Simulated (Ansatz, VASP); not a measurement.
This is a calculation of Ga for Ansatz 0.2.0. This isn't the form of Ga at room conditions, which is orthorhombic.

input.yaml

```yaml
crystal:
  lattice:
    - [2.71648, 0.0, 0.0]
    - [0.0, 2.71648, 0.0]
    - [0.0, 0.0, 2.71648]
  atoms:
    - { symbol: Ga, position: [0.0, 0.0, 0.0] }
hamiltonian:
  xc: pbe
  pseudopotentials: { kind: paw, azcp: { folder: soft_1 } }
kpoints:
  mp_grid: { grid: [10, 10, 10] }
scf:
  occupations: { method: fermi_dirac, width: 0.05 }
output:
  forces: true
  stress: true
  eigenvalues: true
```

Potentials or basis: Ansatz PAW soft_1.

Launch:

```sh
$ ansatz run input.yaml --threads 1 --pin off --max-ram 3584MiB --backend cpu --events-out ev --progress --plain --runs-dir out
```

Problem. Translate it to VASP 6.6.1. Potentials or basis there: PBE PAW files Ga_d, 520 eV.

Solution. As run (cutoffs and basis follow the program's own potentials, and thresholds, step limits or extra output files can differ):

The input INCAR:

```
PREC = Accurate
ENCUT = 520
EDIFF = 1E-7
ISMEAR = -1
SIGMA = 0.05
LREAL = False
LASPH = True
NELM = 100
ALGO = Normal
ISIF = 2
LWAVE = False
LCHARG = True
GGA = PE
LELF = True
LVHAR = True
NBANDS = 12
```

Contents of KPOINTS:

```
regular mesh
0
Gamma
  10 10 10
```

File POSCAR:

```
Ga
1.0
    2.7164800000      0.0000000000      0.0000000000
    0.0000000000      2.7164800000      0.0000000000
    0.0000000000      0.0000000000      2.7164800000
Ga
1
Direct
    0.0000000000      0.0000000000      0.0000000000
```

Potentials or basis: VASP PAW PBE potentials, release 64 (Ga_d).

Launch:

```bash
$ cat potpaw_PBE.64/Ga_d/POTCAR > POTCAR
$ mpirun -np 1 vasp_std > vasp.out
```

Both were run:

|  | Ansatz | VASP |
| --- | --- | --- |
| Pressure | 0.2 GPa | 0.3 GPa |

Ansatz's pressure holds a Pulay term of +0.05 GPa for its cutoff of 420 eV, which the other run lacks.

Where Ansatz's input types no cutoff or centring, it takes its own default and a Γ-centred mesh.

Pressure is positive in compression.
